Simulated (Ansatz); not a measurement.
## Lattice vibrations of HfS$_{2}$ at Γ at 30 GPa

Theory: DFT PBE, scalar-relativistic, plane waves, PAW (Ansatz 0.2.0). Settings: 420 eV plane-wave cutoff, Γ-centred 12×12×8 mesh, Fermi-Dirac smearing of 0.15 eV. No spin polarisation. Phonons by linear response, acoustic sum rule imposed.

The cell, relaxed at 30 GPa:
```yaml
crystal:
  lattice:
    - [3.30845, 0.00000, 0.00000]
    - [-1.65423, 2.86521, 0.00000]
    - [0.00000, 0.00000, 5.10673]
  atoms:
    - { symbol: Hf, position: [0.00000, 0.00000, 0.00000] }
    - { symbol: S, position: [0.66667, 0.33333, 0.70303] }
    - { symbol: S, position: [0.33333, 0.66667, 0.29697] }
```

In a metal, frequencies and elastic constants depend on the k mesh and the smearing, soft modes and shear constants most. Spin–orbit coupling is left out, which matters for heavy elements. Other phases may be more stable at this pressure. A semilocal functional can close a gap that the real compound has.

Optical modes at Γ; i marks an imaginary frequency:
| frequency (cm⁻¹) | degeneracy |
| --- | --- |
| 211 | 2 |
| 286 | 2 |
| 378 | 1 |
| 428 | 1 |

All 6 optical modes at Γ are real: no displacement of atoms at fixed cell lowers the energy to second order. Strains and modes at other wave vectors aren't tested by this run.

Cost: 1 run of about 2.9 core-minutes, on Arm Neoverse V1 (shared hosts).